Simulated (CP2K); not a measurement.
**Ga under changes of volume**

One of the cells (20.046 Å³/atom); the others are scaled copies at fixed shape and fractional positions:

```
CELL_PARAMETERS angstrom
2.71648 0.00000 0.00000
0.00000 2.71648 0.00000
0.00000 0.00000 2.71648
ATOMIC_POSITIONS crystal
Ga 0.00000 0.00000 0.00000
```

The cell was built by a generator and needn't be a form met in nature.

| Quantity | Value |
| --- | --- |
| Program | CP2K 2026.2 |
| Functional | LDA |
| Potentials or basis | GTH_POTENTIALS Ga GTH-PADE-q13; TZVP-MOLOPT-PBE-GTH basis |
| Density cutoff | 6123 eV |
| k mesh | 10 × 10 × 10 |
| Occupations | fermi-dirac, width 0.05 eV |
| Spin | no spin polarisation |

```csv
volume (Å³/atom),energy over the lowest point (meV/atom),pressure (GPa)
18.843,0.00,-2.4
19.244,7.31,-3.2
19.645,16.15,-3.9
20.046,?,?
20.447,38.79,-5.3
20.847,52.89,-6.0
21.248,68.61,-6.6
```

**Question.** What does the run at 20.046 Å³/atom give?

**Answer.** Energy over the lowest point 26.53 meV/atom; pressure -4.6 GPa.

Worked out: A Birch-Murnaghan fit of order 3 (a polynomial in V^(-2/3)) to the other rows has no minimum within the range. It gives 26.63 meV/atom at 20.046 Å³/atom, against the run's 26.53, and -dE/dV = -4.5 GPa, against -4.6.

Energies are extrapolated to zero smearing.

Caveats: the basis of atomic orbitals isn't converged, which shifts pressures, moduli and gaps.
